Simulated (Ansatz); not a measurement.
# TiO2: the cost of one run

Computed with Ansatz 0.2.0 (DFT PBE, scalar-relativistic, plane waves, PAW, unless a step's input says otherwise).

## Step 1: Starting point

Symmetry: Pbcn, No. 60, orthorhombic system. The conventional cell has a = 4.515 Å, b = 5.497 Å, c = 4.939 Å, α = 90.00°, β = 90.00°, γ = 90.00°. Around Ti (site symmetry 2) lie 6 O at 1.89 to 2.05 Å. O (site symmetry 1) is surrounded by 3 Ti at 1.89 to 2.05 Å.

Coordinates:

```cif
data_structure
_symmetry_space_group_name_H-M 'Pbcn'
_symmetry_Int_Tables_number 60
_cell_length_a 4.5150
_cell_length_b 5.4970
_cell_length_c 4.9390
_cell_angle_alpha 90.000
_cell_angle_beta 90.000
_cell_angle_gamma 90.000
_cell_volume 122.58
loop_
_atom_site_label
_atom_site_type_symbol
_atom_site_symmetry_multiplicity
_atom_site_Wyckoff_symbol
_atom_site_fract_x
_atom_site_fract_y
_atom_site_fract_z
_atom_site_occupancy
Ti1 Ti 4 c 0.00000 0.17100 0.75000 1
O1 O 8 d 0.28600 0.37600 0.91200 1
```

The runs take a perfect supercell of 48 atoms; the defect goes to fractional position (0.394, 0.349, 0.331).

## Step 2: The perfect supercell

The input, input.yaml:

```yaml
crystal:
  lattice:
    - [-4.515, 5.497, 4.939]
    - [4.515, -5.497, 4.939]
    - [4.515, 5.497, -4.939]
  atoms:
    - { symbol: Ti, position: [0.2105, 0.125, 0.0855] }
    - { symbol: Ti, position: [0.7105, 0.625, 0.0855] }
    - { symbol: Ti, position: [0.7105, 0.125, 0.5855] }
    - { symbol: Ti, position: [0.2105, 0.625, 0.5855] }
    - { symbol: Ti, position: [0.0395, 0.125, 0.4145] }
    - { symbol: Ti, position: [0.5395, 0.625, 0.4145] }
    - { symbol: Ti, position: [0.5395, 0.125, 0.9145] }
    - { symbol: Ti, position: [0.0395, 0.625, 0.9145] }
    - { symbol: Ti, position: [0.7895, 0.375, 0.4145] }
    - { symbol: Ti, position: [0.2895, 0.875, 0.4145] }
    - { symbol: Ti, position: [0.2895, 0.375, 0.9145] }
    - { symbol: Ti, position: [0.7895, 0.875, 0.9145] }
    - { symbol: Ti, position: [0.9605, 0.375, 0.0855] }
    - { symbol: Ti, position: [0.4605, 0.875, 0.0855] }
    - { symbol: Ti, position: [0.4605, 0.375, 0.5855] }
    - { symbol: Ti, position: [0.9605, 0.875, 0.5855] }
    - { symbol: O, position: [0.394, 0.349, 0.331] }
    - { symbol: O, position: [0.894, 0.849, 0.331] }
    - { symbol: O, position: [0.894, 0.349, 0.831] }
    - { symbol: O, position: [0.394, 0.849, 0.831] }
    - { symbol: O, position: [0.018, 0.063, 0.169] }
    - { symbol: O, position: [0.518, 0.563, 0.169] }
    - { symbol: O, position: [0.518, 0.063, 0.669] }
    - { symbol: O, position: [0.018, 0.563, 0.669] }
    - { symbol: O, position: [0.856, 0.187, 0.455] }
    - { symbol: O, position: [0.356, 0.687, 0.455] }
    - { symbol: O, position: [0.356, 0.187, 0.955] }
    - { symbol: O, position: [0.856, 0.687, 0.955] }
    - { symbol: O, position: [0.732, 0.401, 0.045] }
    - { symbol: O, position: [0.232, 0.901, 0.045] }
    - { symbol: O, position: [0.232, 0.401, 0.545] }
    - { symbol: O, position: [0.732, 0.901, 0.545] }
    - { symbol: O, position: [0.606, 0.151, 0.169] }
    - { symbol: O, position: [0.106, 0.651, 0.169] }
    - { symbol: O, position: [0.106, 0.151, 0.669] }
    - { symbol: O, position: [0.606, 0.651, 0.669] }
    - { symbol: O, position: [0.982, 0.437, 0.331] }
    - { symbol: O, position: [0.482, 0.937, 0.331] }
    - { symbol: O, position: [0.482, 0.437, 0.831] }
    - { symbol: O, position: [0.982, 0.937, 0.831] }
    - { symbol: O, position: [0.144, 0.313, 0.045] }
    - { symbol: O, position: [0.644, 0.813, 0.045] }
    - { symbol: O, position: [0.644, 0.313, 0.545] }
    - { symbol: O, position: [0.144, 0.813, 0.545] }
    - { symbol: O, position: [0.268, 0.099, 0.455] }
    - { symbol: O, position: [0.768, 0.599, 0.455] }
    - { symbol: O, position: [0.768, 0.099, 0.955] }
    - { symbol: O, position: [0.268, 0.599, 0.955] }
basis:
  ecutwfc: 420
  fft_grid_basis: typed
kpoints:
  mp_grid: { grid: [2, 2, 2] }
hamiltonian:
  xc: pbe
  pseudopotentials: { kind: paw }
scf:
  occupations: { method: gaussian, width: 0.05 }
output:
  forces: true
  stress: false
  eigenvalues: true
  bader: false
  write_density: true
  volumetric_format: npy
```

Launch:

```sh
$ ansatz run input.yaml --threads 4 --pin off --max-ram 10240MiB --backend cpu --events-out ev --progress --plain --runs-dir out
```

**Question.** How long does this run take on 4 threads of Intel Xeon Platinum 8259CL at 2.50GHz (Skylake/Cascade Lake), shared host, and how much memory does it need?

About 9.2 s, with a peak of 2.6 GiB.
